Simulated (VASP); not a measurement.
All values below come from PBEsol GGA, VASP's PBE PAW potentials (set 64) (plane waves; VASP 6.6.1).

Input for VASP

INCAR:
```
EDIFF=1E-7
SIGMA=0.05   # width (eV)
SYSTEM=BaSnO3
GGA=PS
PREC=Accurate
LCHARG=.FALSE.
LREAL=.FALSE.
ICHARG=11   # fixed density
LMAXMIX=4
ENCUT=520   # plane-wave cut-off (eV)
ALGO=Normal
LORBIT=11
LASPH=.TRUE.   # aspherical one-centre terms
NELM=100   # most electronic steps
ISMEAR=0   # Gaussian
LWAVE=.FALSE.
```

**POSCAR**
```
BaSnO3
1.0
  4.1357999885   0.0000000000   0.0000000000
  0.0000000000   4.1357999885   0.0000000000
  0.0000000000   0.0000000000   4.1357999885
Ba Sn O
1 1 3
direct
  0.0000000000   0.0000000000   0.0000000000
  0.5000000000   0.5000000000   0.5000000000
  0.5000000000   0.0000000000   0.5000000000
  0.0000000000   0.5000000000   0.5000000000
  0.5000000000   0.5000000000   0.0000000000
```

### KPOINTS
```
k-points along high-symmetry lines
15
Line-mode
Reciprocal
  0.000000   0.000000   0.000000 ! GAMMA
  0.000000   0.500000   0.000000 ! X

  0.000000   0.500000   0.000000 ! X
  0.500000   0.500000   0.000000 ! M

  0.500000   0.500000   0.000000 ! M
  0.000000   0.000000   0.000000 ! GAMMA

  0.000000   0.000000   0.000000 ! GAMMA
  0.500000   0.500000   0.500000 ! R

  0.500000   0.500000   0.500000 ! R
  0.000000   0.500000   0.000000 ! X

  0.500000   0.500000   0.500000 ! R
  0.500000   0.500000   0.000000 ! M
```

POTCAR, in this order: Ba_sv Sn_d O (PBE.64 set). Program: vasp_std. Read from the step before: CHGCAR.

The run wrote:

OUTCAR:
```
 ion  position               nearest neighbor table
   1  0.000  0.000  0.000-   3 2.92   4 2.92   5 2.92   3 2.92   4 2.92   4 2.92   5 2.92   4 2.92
                             3 2.92   5 2.92   3 2.92   5 2.92   2 3.58   2 3.58   2 3.58   2 3.58
   2  0.500  0.500  0.500-   3 2.07   4 2.07   5 2.07   5 2.07   3 2.07   4 2.07   1 3.58   1 3.58
                             1 3.58   1 3.58   1 3.58   1 3.58   1 3.58   1 3.58
   3  0.500  0.000  0.500-   2 2.07   2 2.07   1 2.92   1 2.92   1 2.92   1 2.92
   4  0.000  0.500  0.500-   2 2.07   2 2.07   1 2.92   1 2.92   1 2.92   1 2.92
   5  0.500  0.500  0.000-   2 2.07   2 2.07   1 2.92   1 2.92   1 2.92   1 2.92
  LATTYP: Found a simple cubic cell.
 ALAT       =     4.1357999885
 Subroutine PRICEL returns:
 Original cell was already a primitive cell.
 Subroutine GETGRP returns: Found 48 space group operations
The static configuration has the point symmetry O_h .
The dynamic configuration has the point symmetry O_h .
 Subroutine INISYM returns: Found 48 space group operations
   k-points           NKPTS =     90   k-points in BZ     NKDIM =     90   number of bands    NBANDS=     25
   number of dos      NEDOS =    301   number of ions     NIONS =      5
   total plane-waves  NPLWV =  32768
   dimension x,y,z NGX =    32 NGY =   32 NGZ =   32
   dimension x,y,z NGXF=    64 NGYF=   64 NGZF=   64
   ions per type =               1   1   3
   PREC   = accura    normal or accurate (medium, high low for compatibility)
   ISTART =      0    job   : 0-new  1-cont  2-samecut
   ICHARG =     11    charge: 1-file 2-atom 10-const
   ISPIN  =      1    spin polarized calculation?
   LNONCOLLINEAR =      F non collinear calculations
   LSORBIT =      F    spin-orbit coupling
   INIWAV =      1    electr: 0-lowe 1-rand  2-diag
   ENCUT  =  520.0 eV  38.22 Ry    6.18 a.u.   7.69  7.69  7.69*2*pi/ulx,y,z
   NELM   =    100;   NELMIN=  2; NELMDL= -5     # of ELM steps
   EDIFF  = 0.1E-06   stopping-criterion for ELM
   LREAL  =      F    real-space projection
   NLSPLINE    = F    spline interpolate recip. space projectors
   LMAXMIX     =    4 max onsite mixed and CHGCAR
   VOSKOWN=      0    Vosko Wilk Nusair interpolation
   EDIFFG = 0.1E-05   stopping-criterion for IOM
   NSW    =      0    number of steps for IOM
   NBLOCK =      1;   KBLOCK =      1    inner block; outer block
   IBRION =     -1    ionic relax: 0-MD 1-quasi-New 2-CG
   NFREE  =      0    steps in history (QN), initial steepest desc. (CG)
   ISIF   =      2    stress and relaxation
   ISYM   =      2    0-nonsym 1-usesym 2-fastsym
   TEIN   =    0.0    initial temperature
   TEBEG  =    0.0;   TEEND  =   0.0 temperature during run
   SMASS  =  -3.00    Nose mass-parameter (am)
   PSTRESS=    0.0 pullay stress
   NELECT =      42.0000    total number of electrons
   EFERMI =   0.00;   METHOD = LEGACY
   ISMEAR =     0;   SIGMA  =   0.05  broadening in eV -4-tet -1-fermi 0-gaus
   IALGO  =     38    algorithm
   LDIAG  =      T    sub-space diagonalisation (order eigenvalues)
   IMIX   =      4    mixing-type and parameters
     AMIX     =   0.40;   BMIX     =  1.00
     AMIX_MAG =   1.60;   BMIX_MAG =  1.00
     AMIN     =   0.10
   GGA     = PS    functional components
   VOSKOWN =     0    Vosko Wilk Nusair interpolation
   LHFCALC =     F    Hartree Fock is set to
   LHFONE  =     F    Hartree Fock one center treatment
   AEXX    =    0.0000 exact exchange contribution
   IVDW    =     0    specifies the selected vdW correction
   LEPSILON=     F    determine dielectric tensor
   LRPA    =     F    only Hartree local field effects (RPA)
  energy-cutoff  :      520.00
  volume of cell :       70.74
      direct lattice vectors                 reciprocal lattice vectors
     4.135799988  0.000000000  0.000000000     0.241791190  0.000000000  0.000000000
     0.000000000  4.135799988  0.000000000     0.000000000  0.241791190  0.000000000
     0.000000000  0.000000000  4.135799988     0.000000000  0.000000000  0.241791190
 k-point     1 :   0.0000 0.0000 0.0000  plane waves:    1935
 k-point     2 :   0.0000 0.0357 0.0000  plane waves:    1907
 k-point     3 :   0.0000 0.0714 0.0000  plane waves:    1899
 k-point     4 :   0.0000 0.1071 0.0000  plane waves:    1895
 k-point     5 :   0.0000 0.1429 0.0000  plane waves:    1895
...
```

**OSZICAR**
```
       N       E                     dE             d eps       ncg     rms          rms(c)
DAV:   1     0.448796933135E+03    0.44880E+03   -0.21901E+04  4723   0.224E+03
DAV:   2     0.245883993244E+02   -0.42421E+03   -0.41403E+03  5047   0.570E+02
DAV:   3    -0.298947511206E+02   -0.54483E+02   -0.53040E+02  5557   0.170E+02
DAV:   4    -0.319757357561E+02   -0.20810E+01   -0.20757E+01  5606   0.354E+01
DAV:   5    -0.320418918463E+02   -0.66156E-01   -0.66134E-01  6751   0.573E+00
DAV:   6    -0.320431258816E+02   -0.12340E-02   -0.12339E-02  5775   0.669E-01
DAV:   7    -0.320431629101E+02   -0.37028E-04   -0.37027E-04  6924   0.107E-01
DAV:   8    -0.320431633708E+02   -0.46068E-06   -0.46100E-06  5848   0.116E-02
DAV:   9    -0.320431633787E+02   -0.79372E-08   -0.79409E-08  4610   0.159E-03
   1 F= -.32043163E+02 E0= -.32043163E+02  d E =-.159306E-16
```

### OUTCAR
```
 val. band max:        4.2140191702   @ k =   0.5000   0.5000   0.5000

 cond. band min:       4.9016971132   @ k =   0.0000   0.0000   0.0000



 k-point     1 :       0.0000    0.0000    0.0000
  band No.  band energies     occupation
      1     -20.7423      2.00000
      2     -16.3462      2.00000
      3     -16.3462      2.00000
      4     -15.5501      2.00000
      5     -15.5501      2.00000
      6     -15.5501      2.00000
      7     -13.4133      2.00000
      8     -10.5110      2.00000
      9     -10.5110      2.00000
     10      -5.9636      2.00000
     11      -5.9636      2.00000
     12      -5.9636      2.00000
     13      -0.3596      2.00000
     14      -0.3596      2.00000
     15      -0.3596      2.00000
     16       3.1726      2.00000
     17       3.1726      2.00000
     18       3.1726      2.00000
     19       3.6928      2.00000
     20       3.6928      2.00000
     21       3.6928      2.00000
     22       4.9017      0.00000
     23       8.9885      0.00000
     24       8.9885      0.00000
     25      11.3885      0.00000

 k-point     2 :       0.0000    0.0357    0.0000
  band No.  band energies     occupation
      1     -20.7413      2.00000
      2     -16.3461      2.00000
      3     -16.3427      2.00000
      4     -15.5503      2.00000
      5     -15.5503      2.00000
      6     -15.5500      2.00000
      7     -13.4111      2.00000
      8     -10.5286      2.00000
      9     -10.5106      2.00000
     10      -5.9611      2.00000
     11      -5.9611      2.00000
     12      -5.9576      2.00000
     13      -0.3636      2.00000
     14      -0.3610      2.00000
     15      -0.3610      2.00000
     16       3.1615      2.00000
     17       3.1677      2.00000
     18       3.1677      2.00000
     19       3.6403      2.00000
     20       3.6882      2.00000
     21       3.6882      2.00000
     22       4.9745      0.00000
     23       9.0115      0.00000
     24       9.0117      0.00000
...
```

The density is held fixed in this step, so its total energy and stress have no physical meaning. Unless said otherwise, spin-orbit coupling is left out, though it shifts the bands of the heavy elements here.

The compound is BaSnO3 in the cubic perovskite structure. It was relaxed first.
